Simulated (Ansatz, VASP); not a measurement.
# SnTe: VASP beside Ansatz

Contents of INCAR:

```
  PREC = Accurate
  ENCUT = 520
  EDIFF = 1E-6
  ISMEAR = -1
  SIGMA = 0.05
  LREAL = F
  LASPH = T
  NELM = 80
  ALGO = Normal
  ISIF = 2
  LWAVE = F
  LCHARG = T
  GGA = PS
  IVDW = 12
  LELF = T
  LVHAR = T
  NBANDS = 17
```

The input KPOINTS:

```
regular mesh
0
Gamma
  7 7 7
```

File POSCAR:

```
SnTe
1.0
    0.0000000000      3.1082657258      3.1082657258
    3.1082657258      0.0000000000      3.1082657258
    3.1082657258      3.1082657258      0.0000000000
Te Sn
1 1
Direct
    0.5000000000      0.5000000000      0.5000000000
    0.0000000000      0.0000000000      0.0000000000
```

Contents of input.yaml:

```yaml
crystal:
  lattice:
    - [0.0, 3.1082657258, 3.1082657258]
    - [3.1082657258, 0.0, 3.1082657258]
    - [3.1082657258, 3.1082657258, 0.0]
  atoms:
    - { symbol: Te, position: [0.5, 0.5, 0.5] }
    - { symbol: Sn, position: [0.0, 0.0, 0.0] }
hamiltonian:
  xc: pbesol
  pseudopotentials: { kind: paw }
  dispersion: d3bj
kpoints:
  mp_grid: { grid: [7, 7, 7] }
scf:
  occupations: { method: fermi_dirac, width: 0.05 }
output:
  forces: true
  stress: true
  eigenvalues: true
```

Alike in both runs: task single point; functional PBEsol; dispersion D3(BJ); k mesh 7 × 7 × 7; occupations fermi-dirac, width 0.05 eV; no spin polarisation.

|  | VASP | Ansatz |
| --- | --- | --- |
| version | VASP 6.6.1 | Ansatz 0.2.0 |
| potentials or method | VASP PAW PBE potentials, release 64 (Te, Sn_d) | Ansatz PAW |
| plane-wave cutoff (eV) | 520 | 420 |
| valence electrons in the cell | 20 | 30 |

```csv
,VASP,Ansatz,Ansatz less VASP
gap on the k mesh at the Fermi level (eV),0.66,0.67,+0.006
least direct gap on the mesh (eV),0.66,0.67,+0.006
pressure (GPa),-0.5,-0.5,0.00
dispersion energy (meV/atom),-404.8,-404.9,-0.12
```

The two sets of potentials don't hold the same shells in valence.

Caveats: the PAW data sets were made with another functional, which shifts forces and pressure a little (VASP); the PAW data sets come from PBE, with cores solved anew for the run's functional, which leaves a small shift of forces and pressure (Ansatz). The runs have no spin-orbit coupling, so splittings on Te are missing.
